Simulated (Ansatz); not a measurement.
**Cr (dhcp): energy against volume**

Level of theory: Ansatz, DFT, RPBE, plane waves (420 eV) with PAW, scalar-relativistic. (PAW data from PBE, frozen cores regenerated.)

The cell is scaled uniformly from the relaxed one, with fractional coordinates and shape fixed. Energies are extrapolated to zero smearing, pressures are those at the given smearing. Magnetic state: non-magnetic.

A Birch-Murnaghan fit gives V₀ = 12.15 Å³/atom, B₀ = 223 GPa, B₀′ = 4.2.

What are the energy above the minimum and the pressure at 10.696 Å³/atom?

151.3 meV/atom and 37.23 GPa as computed.

What are the energy above the minimum and the pressure at 11.183 Å³/atom?

62.2 meV/atom and 22.21 GPa as computed.

What are the energy above the minimum and the pressure at 11.669 Å³/atom?

14.4 meV/atom and 9.99 GPa as computed.
